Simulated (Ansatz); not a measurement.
This Ansatz 0.2.0 run on Te needs a look.

Contents of input.yaml:

```yaml
crystal:
  lattice:
    - [2.3059043427, 1.331314493, 1.6909537039]
    - [-2.3059043427, 1.331314493, 1.6909537039]
    - [0.0, -2.662628986, 1.6909537039]
  atoms:
    - { symbol: Te, position: [0.5, 0.5, 0.5] }
hamiltonian:
  xc: revpbe
  pseudopotentials: { kind: paw, partial_waves: polarizable }
kpoints:
  mp_grid: { grid: [9, 9, 9] }
  band_path:
    path:
      - [0.0, 0.0, 0.0]
      - [0.4677709699, -0.5322290301, 0.4677709699]
      - [0.5, -0.5, 0.5]
      - [0.4355419398, 0.4355419398, 0.4355419398]
      - [0.0, 0.0, 0.0]
      - [0.5, -0.5, 0.0]
      - [0.5322290301, -0.4677709699, -0.4677709699]
      - [0.5644580602, -0.4355419398, -0.4355419398]
      - [0.5, 0.0, 0.0]
      - [0.5, -0.5, 0.5]
    npoints: 14
scf:
  occupations: { method: methfessel_paxton, width: 0.1 }
  n_extra_bands: 6
  max_iter: 50
output:
  forces: true
  stress: true
  eigenvalues: true
  fatbands: false
ENCUT: 0.3
```

Potentials or basis: Ansatz PAW polarizable.

Run with:

```console
$ ansatz run input.yaml --threads 1 --pin off --max-ram 2560MiB --backend cpu --events-out ev --progress --plain --runs-dir out
```

Output:

```text
Error: YAML parse error: error: line 35 column 1: unknown field `ENCUT`, expected one of crystal, accuracy, basis, kpoints, hamiltonian, magnetization, projection, total_charge, correlation, batch, efield, external_charges, scf, relax, neb, saddle, md, ramp, phonons, dielectric, real_time, elastic, magnetic_configurations, gw, evaluate, workflow, output, checkpoint, execution
  --> <input>:35:1
   |
33 |   eigenvalues: true
34 |   fatbands: false
35 | ENCUT: 0.3
   | ^ unknown field `ENCUT`, expected one of crystal, accuracy, basis, kpoints, hamiltonian, magnetization, projection, total_charge, correlation, batch, efield, external_charges, scf, relax, neb, saddle, md, ramp, phonons, dielectric, real_time, elastic, magnetic_configurations, gw, evaluate, workflow, output, checkpoint, execution
```

Q: What happened, and what is wrong with the input?

A: The program refused the input. The input holds a flaw that was put in on purpose: a keyword of another program (ENCUT = 0.3).
